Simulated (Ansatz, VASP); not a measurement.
# Two plane-wave programs on TiAl

File INCAR:

```
SYSTEM = TiAl
  PREC = Accurate
  ENCUT = 600
  EDIFF = 1E-6
  ISMEAR = -1
  SIGMA = 0.05
  LREAL = .False.
  LASPH = .True.
  NELM = 60
  ALGO = Fast
  ISIF = 3
  LWAVE = .False.
  LCHARG = .False.
  GGA = RE
  IBRION = 2
  NSW = 60
  EDIFFG = -0.01
```

File KPOINTS:

```
regular mesh
0
Gamma
  8 8 8
  0 0 0
```

POSCAR

```
TiAl
1.0
    3.1790640000      0.0000000000      0.0000000000
    0.0000000000      3.1790640000      0.0000000000
    0.0000000000      0.0000000000      3.1790640000
Ti Al
1 1
Direct
    0.0000000000      0.0000000000      0.0000000000
    0.5000000000      0.5000000000      0.5000000000
```

File input.yaml:

```yaml
crystal:
  lattice:
    - [3.179064, 0.0, 0.0]
    - [0.0, 3.179064, 0.0]
    - [0.0, 0.0, 3.179064]
  atoms:
    - { symbol: Ti, position: [0.0, 0.0, 0.0] }
    - { symbol: Al, position: [0.5, 0.5, 0.5] }
hamiltonian:
  xc: revpbe
  pseudopotentials: { kind: paw }
kpoints:
  mp_grid: { grid: [8, 8, 8] }
scf:
  occupations: { method: fermi_dirac, width: 0.05 }
output:
  forces: true
  stress: true
  eigenvalues: true
relax:
  f_tol: 0.01
  max_steps: 40
  cell: { stress_tol: 0.05 }
```

The cell comes from a database or a generator and needn't be the stable form of this composition.

Alike in both runs: task relaxation of cell and atoms; functional revPBE; k mesh 8 × 8 × 8; occupations fermi-dirac, width 0.05 eV; no spin polarisation.

|  | VASP | Ansatz |
| --- | --- | --- |
| version | VASP 6.6.1 | Ansatz 0.2.0 |
| potentials or method | VASP PAW PBE potentials, release 64 (Ti_sv, Al) | Ansatz PAW |
| plane-wave cutoff (eV) | 600 | 420 |
| valence electrons in the cell | 15 | 15 |

Ansatz gave:

```
gap on the k mesh at the Fermi level, each at its own relaxed structure (eV) : none
relaxed volume (Å³/atom)                                                     : 16.49
relaxed cell length with the largest relative difference (Å)                 : 3.207
energy change over the relaxation (meV/atom)                                 : -4
```

Problem. What did VASP give for the same quantities?

Solution. gap on the k mesh at the Fermi level, each at its own relaxed structure (eV): none; relaxed volume (Å³/atom): 16.46; relaxed cell length with the largest relative difference (Å): 3.205; energy change over the relaxation (meV/atom): -3.

A gap of «none» marks a metal or a gap that the smearing closes.

Caveats: the PAW data sets were made with another functional, which shifts forces and pressure a little (VASP); the plane-wave basis is chosen anew once the cell has moved, so the energies of steps on either side of that aren't comparable (Ansatz); the PAW data sets come from PBE, with cores solved anew for the run's functional, which leaves a small shift of forces and pressure (Ansatz).
